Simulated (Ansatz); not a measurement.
# Hf3N4 under strain: ¹⁷⁹Hf nuclear quadrupole resonance

Cell: a structure deposited in the COD, relaxed with PBE at fixed cell and then changed (z compressed by 1 %, ions relaxed).

```yaml
crystal:
  lattice:
    - [-3.35050, 3.35050, 3.31699]
    - [3.35050, -3.35050, 3.31699]
    - [3.35050, 3.35050, -3.31699]
  atoms:
    - { symbol: Hf, position: [0.25000, 0.62342, 0.37342] }
    - { symbol: Hf, position: [0.37658, 0.25000, 0.62658] }
    - { symbol: Hf, position: [0.75000, 0.87658, 0.12658] }
    - { symbol: Hf, position: [0.12342, 0.75000, 0.87342] }
    - { symbol: Hf, position: [0.62500, 0.37500, 0.25000] }
    - { symbol: Hf, position: [0.87500, 0.12500, 0.75000] }
    - { symbol: N, position: [0.13783, 0.13731, 0.13731] }
    - { symbol: N, position: [0.86269, 0.50000, 0.00052] }
    - { symbol: N, position: [0.50000, 0.00051, 0.36269] }
    - { symbol: N, position: [0.99949, 0.86217, 0.49948] }
    - { symbol: N, position: [0.36217, 0.49949, 0.99948] }
    - { symbol: N, position: [0.63731, 0.63783, 0.63731] }
    - { symbol: N, position: [0.00000, 0.36269, 0.50052] }
    - { symbol: N, position: [0.50051, 0.00000, 0.86269] }
```

Atom numbers follow the list; atoms alike are taken as one site, whose name carries the number of the first.

The numbers come from a DFT calculation in Ansatz (PBE, plane waves and PAW, scalar-relativistic, 420 eV cutoff, Γ-centred 6×6×6 k-points, Fermi–Dirac smearing 0.02 eV).

¹⁷⁹Hf: I = 9/2, Q = 3793 mb (year-2017 value). Static lattice, zero field.

Question: Predict the zero-field ¹⁷⁹Hf lines of each site.

Answer: For I = 9/2 and η = 0 the lines are |C_Q|/24 times 1, 2, 3 and 4; η shifts the lowest up most.

```json
{"site": "Hf1", "atoms": "1, 2, 3, 4", "V_zz (10²¹ V/m²)": "25.9", "C_Q (MHz)": "2374", "η": "0.15", "line frequencies (MHz)": "118.0, 192.7, 295.4, 394.9"}
{"site": "Hf5", "atoms": "5, 6", "V_zz (10²¹ V/m²)": "22.2", "C_Q (MHz)": "2033", "η": "0.00", "line frequencies (MHz)": "84.7, 169.4, 254.1, 338.8"}
```

Question: And for 177Hf (I = 7/2, Q = 3365 mb) on Hf1?

Answer: C_Q scales with Q to 2106 MHz, with lines at 162.9, 297.1, 450.3 MHz.

An axis of threefold or higher order runs through Hf5, so V_zz lies along it and η is zero.

Without spin–orbit coupling the gradients at and beside Hf can be off by some per cent, at some sites by more. At this changed cell the PBE pressure is 6 GPa.

The relaxation (4 steps) took 74 s of wall time (4.8 min of CPU time) and 1.1 GiB at its peak, on 4 threads of Arm Neoverse V1 (aarch64; 8 cores open to the job, memory cap 8.0 GiB, no GPU), a shared host with a load of 0.6 a core.
